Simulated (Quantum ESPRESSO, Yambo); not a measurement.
# KBr (Fm-3m): G0W0 with Yambo, start to end, part 2 of 2

Wanted: ground state, empty states, screening and self-energy for KBr (Fm-3m).

Quantum ESPRESSO 7.5 and Yambo 5.3.0; PBE and many-body steps on it, plane waves. Known limits of the many-body steps: not at the basis limit; no spin-orbit coupling.

So far. Step 2 (Ground state): The gap is direct, at Γ. Step 3 (Bands along the symmetry lines): The gap is 4.436 eV, as in the run before at this level.

### 4. Empty states on the mesh, 4×4×4 mesh, 176 bands

Level of this step: DFT, PBE, plane waves, norm-conserving pseudopotentials (Quantum ESPRESSO).

The sums over transitions need many empty states on a uniform mesh; this step solves for them.

Input file pw.in:

```
&control
  calculation = 'nscf'
  prefix = 'x'
  outdir = 'o'
  pseudo_dir = 'pseudo'
/
&system
  ibrav = 0
  nat = 2
  ntyp = 2
  ecutwfc = 76.0
  nbnd = 176
  force_symmorphic = .true.
/
&electrons
  conv_thr = 1e-9
  electron_maxstep = 80
  diago_full_acc = .true.
  diago_thr_init = 5e-6
/
ATOMIC_SPECIES
  K 39.098 K.upf
  Br 79.904 Br.upf
CELL_PARAMETERS angstrom
  0.0000000000 3.3000000000 3.3000000000
  3.3000000000 0.0000000000 3.3000000000
  3.3000000000 3.3000000000 0.0000000000
ATOMIC_POSITIONS crystal
  K 0.0000000000 0.0000000000 0.0000000000
  Br 0.5000000000 0.5000000000 0.5000000000
K_POINTS automatic
  4 4 4 0 0 0
```

On the command line:

```sh
> OMP_NUM_THREADS=1 mpirun -n 4 pw.x -nk 4 -in pw.in > pw.out
```

Output:

```text
[banner, memory and clock lines left out]
Program PWSCF v.7.5 starts

     Atomic positions and unit cell read from directory:
     o/x.save/

     Message from routine setup:
     using ibrav=0 with symmetry is DISCOURAGED, use correct ibrav instead

     G-vector sticks info

     bravais-lattice index     =            0
     lattice parameter (alat)  =       8.8192  a.u.
     unit-cell volume          =     485.0298 (a.u.)^3
     number of atoms/cell      =            2
     number of atomic types    =            2
     number of electrons       =        26.00
     number of Kohn-Sham states=          176
     kinetic-energy cutoff     =      76.0000  Ry
     charge density cutoff     =     304.0000  Ry
     Exchange-correlation= PBE
                           (   1   4   3   4   0   0   0)

     celldm(1)=   8.819172  celldm(2)=   0.000000  celldm(3)=   0.000000
     celldm(4)=   0.000000  celldm(5)=   0.000000  celldm(6)=   0.000000

     crystal axes: (cart. coord. in units of alat)
               a(1) = (   0.000000   0.707107   0.707107 )
               a(2) = (   0.707107   0.000000   0.707107 )
               a(3) = (   0.707107   0.707107   0.000000 )

     reciprocal axes: (cart. coord. in units 2 pi/alat)
               b(1) = ( -0.707107  0.707107  0.707107 )
               b(2) = (  0.707107 -0.707107  0.707107 )
               b(3) = (  0.707107  0.707107 -0.707107 )
     Pseudo is Norm-conserving + core correction, Zval =  9.0
     Generated using ONCVPSP code by D. R. Hamann
     Using radial grid of 2222 points,  6 beta functions with:
     Pseudo is Norm-conserving + core correction, Zval = 17.0
     Generated using ONCVPSP code by D. R. Hamann
     Using radial grid of 1098 points,  6 beta functions with:
     K                 9.00    39.09800     K ( 1.00)
     Br               17.00    79.90400     Br( 1.00)

     48 Sym. Ops., with inversion, found

   Cartesian axes

     site n.     atom                  positions (alat units)
         1        K      tau(   1) = (   0.0000000   0.0000000   0.0000000  )
         2        Br     tau(   2) = (   0.7071068   0.7071068   0.7071068  )

     number of k points=     8
                       cart. coord. in units 2pi/alat
        k(    1) = (   0.0000000   0.0000000   0.0000000), wk =   0.0312500
        k(    2) = (   0.1767767   0.1767767  -0.1767767), wk =   0.2500000
        k(    3) = (  -0.3535534  -0.3535534   0.3535534), wk =   0.1250000
[...]
k(    7) = (  -0.7071068   0.0000000   0.0000000), wk =   0.0937500
        k(    8) = (  -0.7071068   0.3535534   0.0000000), wk =   0.1875000

     Dense  grid:    43599 G-vectors     FFT dimensions: (  50,  50,  50)

     The potential is recalculated from file :
     o/x.save/charge-density

     Starting wfcs are   14 randomized atomic wfcs +  162 random wfcs

     Band Structure Calculation

     End of band structure calculation

          k = 0.0000 0.0000 0.0000 (  5521 PWs)   bands (ev):

   -56.1051 -56.1051 -56.1029 -56.1029 -56.1029 -25.6928 -10.2110  -9.1698
    -9.1698  -9.1698   2.0853   2.0853   2.0853   6.5214   9.6944   9.6944
     9.6944  10.5130  10.5130  13.6827  16.9929  16.9929  16.9929  17.7590
[...]
[... 10 further rows ...]
[...]
k = 0.1768 0.1768-0.1768 (  5414 PWs)   bands (ev):

[...]
[... 10 further rows ...]
[...]
k =-0.3536-0.3536 0.3536 (  5444 PWs)   bands (ev):

[...]
[... 10 further rows ...]
    91.4865  91.5284  91.5284  93.1237  93.1237  93.7897  93.7897  94.3629
    94.6056  95.9446  95.9446  97.6017  97.8771  97.8992  98.1334  98.1334

          k = 0.3536 0.0000 0.0000 (  5425 PWs)   bands (ev):

     [... further k-points ...]

     highest occupied, lowest unoccupied level (ev):     2.0853    6.5214

     XML data file, pseudopotentials, collected wavefunctions
```

Wall time 21 s (4 MPI ranks of Arm Neoverse V1, shared host); peak memory 0.54 GiB.

This step gave:

```yaml
gap: 4.436 eV
k_of_the_valence_top: 0, 0, 0
k_of_the_conduction_bottom: 0, 0, 0
least_direct_gap: 4.436 eV
k_points_computed: 8
lowest_point_of_the_top_converged_band_above_the_valence_top: 93.5197 eV
```

On this mesh the gap is 4.436 eV.

### 5. Conversion and set-up

This step: Yambo 5.3.0; conversion and set-up on PBE, plane waves, norm-conserving pseudopotentials.

The states are converted to the many-body program's format and the q mesh is built.

On the command line:

```sh
> (cd o/x.save; p2y > p2y.log; mv SAVE ../..); yambo > setup.log
```

Output:

```text
 Yambo, version 5.3.0

 [02] CORE Variables Setup
 =========================

  [02.01] Unit cells
  ==================

  Cell kind             :  FCC
  Atoms in the cell     :  K  Br
  number of K  atoms    :  1
  number of Br atoms    :  1

  List of atomic masses
  Mass of K     :  39.09800
  Mass of Br    :  79.90400

  List of atomic coordinates    : [cc]
  K1       :  0.000000  0.000000  0.000000  order 1
  Br1       :  6.236096  6.236096  6.236096  order 2

  Alat factors          :  6.236096  6.236096  6.236096 [a.u.]
  Direct lattice volume :  485.0298 [a.u.]
  Direct lattice vectors:  A[ 1 ]  A[ 2 ]  A[ 3 ]
   A[ 1 ]:  0.000000  1.000000  1.000000  [iru]
   0.000000  6.236096  6.236096  [cc]
   A[ 2 ]:  1.000000  0.000000  1.000000  [iru]
   6.236096  0.000000  6.236096  [cc]
   A[ 3 ]:  1.000000  1.000000  0.000000  [iru]
   6.236096  6.236096  0.000000  [cc]

  Recip. lattice volume :  0.511412 [a.u.]
  Recip. lattice vectors:  B[ 1 ]  B[ 2 ]  B[ 3 ]
   B[ 1 ]: -0.500000  0.500000  0.500000  [iku]
  -0.503776  0.503776  0.503776  [cc]
   B[ 2 ]:  0.500000 -0.500000  0.500000  [iku]
   0.503776 -0.503776  0.503776  [cc]
   B[ 3 ]:  0.500000  0.500000 -0.500000  [iku]
   0.503776  0.503776 -0.503776  [cc]

  [02.02] Symmetries
  ==================

  Inversion symmetry    : yes
  Spatial inversion     : yes
  Inversion index       :  25
  K-space Time-reversal : no
  Magnetic symmetries   : no
  Group table correct   : yes
  Symmetries units      :  [cc]

   [S  1]:   1.0000      0.28986E-16  0.28986E-16  0.28986E-16   1.0000     -0.28986E-16 -0.28986E-16 -0.28986E-16   1.0000
   [S  2]:  -1.0000     -0.28986E-16  0.28986E-16 -0.28986E-16  -1.0000     -0.28986E-16  0.28986E-16  0.28986E-16   1.0000
   [S  3]:  -1.0000      0.28986E-16 -0.28986E-16 -0.28986E-16   1.0000      0.28986E-16  0.28986E-16 -0.28986E-16  -1.0000
[...]
[... 36 further rows ...]
   [S 47]:  0.28986E-16   1.0000     -0.28986E-16 -0.28986E-16  0.28986E-16  -1.0000       1.0000     -0.28986E-16  0.28986E-16
   [S 48]:  0.28986E-16  -1.0000      0.28986E-16 -0.28986E-16 -0.28986E-16   1.0000       1.0000      0.28986E-16 -0.28986E-16

  [02.03] Reciprocal space
  ========================

  nG shells         :   402
  nG charge         :   43599
  nG WFs            :   6483
  nC WFs            :   5521
  G-vecs. in first 40 shells:  [ Number ]
     1    9   15   27   51   59   65   89  113
    137   169   181   229   259   283   307   331   339
    387   411   459   531   537   561   609   645   701
[...]
1139  1211  1243  1291
  ...
  Shell energy in first 40 shells:  [ mHa ]
[...]
6471.64      6598.53      7106.11      7486.80      8121.27      8501.96      8628.85      9136.43      9517.12
    9644.01      10151.6      10532.3      10659.2      11166.8      11547.4      12181.9      12562.6      12689.5
[...]
K/Q-points units:
  rlu = crystal or reduced units; cc = cartesian coordinates; iku = interal k-units

  K [1]          [rlu]:  0.000000  0.000000  0.000000
         WF components:   5521
  K [2]          [rlu]: -0.15345E-16  0.12410E-16  0.25000
         WF components:   5414
  K [3]          [rlu]:  0.30690E-16 -0.24821E-16 -0.50000
         WF components:   5444
  K [4]          [rlu]: -0.46171E-17  0.25000      0.25000
         WF components:   5425
  K [5]          [rlu]: -0.94755E-17  0.25000     -0.50000
         WF components:   5434
  [... 2 further k-points ...]
  K [8]          [rlu]:  0.250000 -0.500000 -0.250000
         WF components:   5440

  [02.05] Energies & Occupations
  ==============================

  [X] === General ===
  [X] Electronic Temperature                        :  0.000000  0.000000 [eV K]
  [X] Bosonic    Temperature                        :  0.000000  0.000000 [eV K]
  [X] Finite Temperature mode                       : no
  [X] El. density                                   :  0.36174E+24 [cm-3]
  [X] Fermi Level                                   :  2.085286 [eV]

  [X] === Gaps and Widths ===
  [X] Conduction Band Min                           :  4.436154 [eV]
  [X] Valence Band Max                              :  0.000000 [eV]
  [X] Filled Bands                                  :  13
  [X] Empty Bands                                   :   14  176
  [X] Direct Gap                                    :  4.436154 [eV]
  [X] Direct Gap localized at k                     :  1
  [X] Indirect Gap                                  :  4.436154 [eV]
  [X] Indirect Gap between kpts                     :  1  1
  [X] Last valence band width                       :  0.536069 [eV]
  [X] 1st conduction band width                     :  2.953841 [eV]

  E @ K [1]:  [eV]
  -58.19038 -58.19038 -58.18823 -58.18823 -58.18823 -27.77812 -12.29627 -11.25509
   -11.255      -11.255     -0.23570E-09 -0.49585E-10   0.0000       4.4362       7.6091       7.6091
    7.60906   8.42775   8.42775  11.59738  14.90759  14.90759  14.90759  15.67370
[...]
occ @ K [1]
[...]
E @ K [2]:  [eV]
[...]
occ @ K [2]
[...]
E @ K [3]:  [eV]
[...]
occ @ K [3]
[...]
E @ K [4]:  [eV]
[...]
occ @ K [4]
[...]
E @ K [5]:  [eV]
[...]
occ @ K [5]
[...]
[... 2 further k-points ...]
  E @ K [8]:  [eV]
[...]
occ @ K [8]
[...]
0.000000  0.000000  0.000000  0.000000  0.000000  0.000000  0.000000  0.000000
   0.000000  0.000000  0.000000  0.000000  0.000000  0.000000  0.000000  0.000000

 [03] Transferred momenta grid and indexing
 ==========================================

 IBZ Q-points                                      :   8
 BZ  Q-points                                      :   64

 K/Q-points units:
 rlu = crystal or reduced units; cc = cartesian coordinates; iku = interal k-units

 Q [1]          [rlu]:  0.000000  0.000000  0.000000
 Q [2]          [rlu]: -0.15345E-16  0.40166E-16  0.25000
 Q [3]          [rlu]:  0.30690E-16 -0.80332E-16 -0.50000
[...]
Q [7]          [rlu]:  0.92343E-17 -0.50000     -0.50000
 Q [8]          [rlu]:  0.250000 -0.500000 -0.250000

  [03.01] X indexes
  =================

   [03.01.01] Sigma indexes
   ========================

 [06] Game Over & Game summary
```

Wall time 3.1 s (1 MPI rank); peak memory 0.26 GiB.

### 6. Screening and self-energy, 4×4×4 mesh, 176 bands, screening to 163.3 eV

G0W0 replaces the xc potential by the self-energy, built once from these orbitals. Only a window of levels is corrected, while the sums run over the empty bands that the input names.

This step: G0W0 on PBE, plane waves, norm-conserving pseudopotentials.

Input file gw1.in:

```
HF_and_locXC
gw0
dyson
ppa
em1d
rim_cut
RandQpts= 1000000
RandGvec= 1 RL
EXXRLvcs= 76 Ry
VXCRLvcs= 304 Ry
Chimod= "HARTREE"
% BndsRnXp
 1 | 176 |
%
NGsBlkXp= 12 Ry
% LongDrXp
 1 | 1 | 1 |
%
% GbndRnge
 1 | 176 |
%
DysSolver= "n"
ExtendOut
PPAPntXp= 27.21138 eV
% QPkrange
 1 | 1 | 12 | 15 |
%
```

On the command line:

```sh
> OMP_NUM_THREADS=1 mpirun -n 4 yambo -F gw1.in -J gw1 -C gw1 > gw1.log
```

Output:

```text
 Yambo, version 5.3.0

 [02] CORE Variables Setup
 =========================

  [... cell, symmetries and grids as in the set-up ...]

  [02.05] Energies & Occupations
  ==============================

  [X] === General ===
  [X] Electronic Temperature                        :  0.000000  0.000000 [eV K]
  [X] Bosonic    Temperature                        :  0.000000  0.000000 [eV K]
  [X] Finite Temperature mode                       : no
  [X] El. density                                   :  0.36174E+24 [cm-3]
  [X] Fermi Level                                   :  2.085286 [eV]

  [X] === Gaps and Widths ===
  [X] Conduction Band Min                           :  4.436154 [eV]
  [X] Valence Band Max                              :  0.000000 [eV]
  [X] Filled Bands                                  :  13
  [X] Empty Bands                                   :   14  176
  [X] Direct Gap                                    :  4.436154 [eV]
  [X] Direct Gap localized at k                     :  1
  [X] Indirect Gap                                  :  4.436154 [eV]
  [X] Indirect Gap between kpts                     :  1  1
  [X] Last valence band width                       :  0.536069 [eV]
  [X] 1st conduction band width                     :  2.953841 [eV]

 [03] Transferred momenta grid and indexing
 ==========================================

 IBZ Q-points                                      :   8
 BZ  Q-points                                      :   64

 K/Q-points units:
 rlu = crystal or reduced units; cc = cartesian coordinates; iku = interal k-units

 Q [1]          [rlu]:  0.000000  0.000000  0.000000
 Q [2]          [rlu]: -0.15345E-16  0.40166E-16  0.25000
 Q [3]          [rlu]:  0.30690E-16 -0.80332E-16 -0.50000
 Q [4]          [rlu]: -0.46171E-17  0.25000      0.25000
 Q [5]          [rlu]: -0.20915E-17  0.25000      0.50000
 Q [6]          [rlu]: -0.24821E-16  0.25000     -0.25000
 Q [7]          [rlu]:  0.92343E-17 -0.50000     -0.50000
 Q [8]          [rlu]:  0.250000 -0.500000 -0.250000

 [04] Coloumb potential Random Integration (RIM)
 ===============================================

  [04.01] RIM initialization
  ==========================

  * Diagonal components only detected *

  8 x (sBL volume)        :  0.063927 [a.u.]
  sBZ random points       :  1000000
  Points outside the sBZ  :   7968281
  RL volume               :  0.511412 [a.u.]
  Integrated volume       :  0.513448 [a.u.]

  [04.02] RIM integrals
  =====================

  Gamma point sphere radius             :  0.072529 [a.u.]
  Points outside the sphere             :   800476
  [Int_sBZ(q=0) 1/q^2]*(Vol_sBZ)^(-1/3) =:  7.776341
                                 should be <:  7.795600

  Summary of Coulomb integrals for non-metallic bands |Q|[au] RIM/Bare

  Q [1] 0.100000E-4 0.997530 * Q [2] 0.218141 1.068480
  Q [4] 0.251888 1.066792 * Q [6] 0.356223 1.029814
  Q [5] 0.417709 1.022655 * Q [3] 0.436282 1.020683
  Q [7] 0.503776 1.017590 * Q [8] 0.563238 1.014367

 [05] Dipoles
 ============

  [05.01] Setup: observables and procedures
  =========================================

 [06] Dynamic Dielectric Matrix (PPA)
 ====================================

 [WR./gw1//ndb.pp]---------------------------------------------------------------
  Brillouin Zone Q/K grids (IBZ/BZ)                :    8   64    8   64
  RL vectors                                       :   6567 [WF]
  Coulomb cutoff potential                         : none
  Electronic Temperature                           :  0.000000 [K]
  Bosonic    Temperature                           :  0.000000 [K]
  PPA    diel. fun.  energies                      : Perdew, Burke & Ernzerhof(X)+Perdew, Burke & Ernzerhof(C)
  wavefunctions                                    : Perdew, Burke & Ernzerhof(X)+Perdew, Burke & Ernzerhof(C)
  Global Gauge                                     : length
  X matrix size                                    :   339
  X band range                                     :    1  176
  X e/h energy range                               : -1.000000 -1.000000 [eV]
  X Time ordering                                  : R
  X Hxc Kernel                                     : HARTREE
  X Drude frequency                                :  0.000000  0.000000
  X poles                                          :  100.0000 [o/o]
  RL vectors in the sum                            :   6567
  [r,Vnl] included                                 : yes
  Field direction                                  :  0.577350E-5  0.577350E-5  0.577350E-5
  BZ energy Double Grid                            : no
  BZ energy DbGd points                            : 0
  BZ Q point size factor                           : -1.000000
  X Optical Averaged directions                    : none

 [07] Local Exchange-Correlation + Non-Local Fock
 ================================================

 [VXC] Plane waves :   43599
 [EXS] Plane waves :   5577

 QP @ state[ 1 ] K range:  1  1
 QP @ state[ 1 ] b range:  12  15

 [xc] Functional : Perdew, Burke & Ernzerhof(X)+Perdew, Burke & Ernzerhof(C)
 [xc] LIBXC used to calculate xc functional
  PP Number of Atomic Species                      :  2
  NLCC RL compoments                               :   43599
  PP Number of Atomic Species                      :  2
  NLCC RL compoments                               :   43599

 [xc] E_xc :  -16.87313 [Ha]
      E_xc :  -33.74626 [Ry]

  Local XC kind (lXC) : Perdew, Burke & Ernzerhof(X)+Perdew, Burke & Ernzerhof(C)
  Non-Local XC kind (nlXC) : Hartree-Fock

  Corrections @ K [1] :  [eV]
 <12|nlXC|12> = -19.54505 -0.66813E-18 <12|lXC|12> = -14.35201  0.000000
 <13|nlXC|13> = -19.54503 -0.56643E-17 <13|lXC|13> = -14.35201  0.000000
 <14|nlXC|14> = -3.946254 -0.27063E-17 <14|lXC|14> = -7.314516  0.000000
 <15|nlXC|15> = -3.767011  0.71943E-18 <15|lXC|15> = -8.482834  0.47204E-16

 [08] Dyson equation: Newton solver
 ==================================

  [08.01] G0W0 (W PPA)
  ====================

  [  GW  ] Bands range     :    1  176
  [GW/PPA] G damping       :  0.100000 [eV]

  QP @ state[ 1 ] K range:  1  1
  QP @ state[ 1 ] b range:  12  15

   Sc/G bands                                       :    1  176
   Sc/G damping                                     :  0.100000 ev
   Sc bands terminator                              : no
   Sx RL components                                 :   5577

   QP @ state[ 1 ] K range                          :  1  1
   QP @ state[ 1 ] b range                          :  12  15
   GF energies kind                                 : Perdew, Burke & Ernzerhof(X)+Perdew, Burke & Ernzerhof(C)
   GF WF`s kind                                     : Perdew, Burke & Ernzerhof(X)+Perdew, Burke & Ernzerhof(C)
   Xs energies kind                                 : Perdew, Burke & Ernzerhof(X)+Perdew, Burke & Ernzerhof(C)
   Xs WF`s kind                                     : Perdew, Burke & Ernzerhof(X)+Perdew, Burke & Ernzerhof(C)

 [11] Game Over & Game summary
```

Elapsed: 3.3 min, on 4 MPI ranks; peak memory 2 GiB.

Numbers from this step:

```
G0W0 gap on the points computed              : 7.709 eV
starting gap on the mesh                     : 4.436 eV
k of the valence top                         : 0, 0, 0
k of the conduction bottom                   : 0, 0, 0
least direct G0W0 gap on the computed points : 7.709 eV
Z at the valence top                         : 0.8284
Z at the conduction bottom                   : 0.8738
```

The gap on the mesh goes from 4.44 eV to 7.71 eV, a correction of +3.27 eV.

Limits: finite bands, cutoff and mesh; no spin-orbit coupling. v1 is the top filled band, c1 the lowest empty one. The levels before and after the correction (eV, zero at the valence-band top of each column):

```tsv
	conduction bottom	valence top
Kohn-Sham	4.44	0.00
G0W0	7.71	0.00
```

```tsv
	level	energy (eV)
Kohn-Sham	Γ v2-v1	0.000
Kohn-Sham	Γ c1	4.436
Kohn-Sham	Γ c2	7.609
G0W0	Γ v2-v1	0.000
G0W0	Γ c1	7.709
G0W0	Γ c2	11.826
```

### 7. Where the time went

Times are wall times on the hardware named with each run, good to a factor of about two.

```tsv
step	time	share	memory (GiB)
ground state	10 s	4 %	0.31
bands along the symmetry lines	10 s	4 %	0.26
empty states on the mesh	21 s	9 %	0.54
conversion and set-up	3.1 s	1 %	0.26
screening and self-energy	3.3 min	82 %	2.0
```

### 8. Results

```json
{"PBE gap": "4.44 eV, direct", "G0W0 gap on the mesh": "7.71 eV", "GW settings": "4×4×4 mesh, 176 bands, screening to 163.3 eV, Godby-Needs plasmon pole", "known limits": "not at the basis limit; no spin-orbit coupling"}
```

In words: G0W0 moves the gap on the mesh from 4.44 eV to 7.71 eV (+3.27 eV), with Z of 0.83 and 0.87 at the edges. Only 1 of the mesh's irreducible points was corrected, so a valley elsewhere could overtake. The dearest step here is «screening and self-energy». Bands and cutoff are finite, so the gap is not at the basis limit. The miss can reach some tenths of an eV and take either sign; the mesh is an error of its own. In the G0W0 run levels were corrected at 1 k point alone, so a gap called «on the mesh» is the least over those, and an edge elsewhere would be missed. The many-body steps are scalar-relativistic: spin-orbit coupling is not in them.

[Paths, hosts, dates, memory and timing lines, banners, echoed tables and standing remarks are left out of the program output.]

[Logs are printed without paths, hosts, clocks, repeated set-up lines and the standing remarks that a program may print on its own settings, such as how far it seeks lower states.]

[Runs of the session that timed out or met a known fault of the program may be left out.]

[Hosts, paths, dates, database ids (printed as entryN), source tags and the programs' standing remarks are cut or masked in the printed files.]
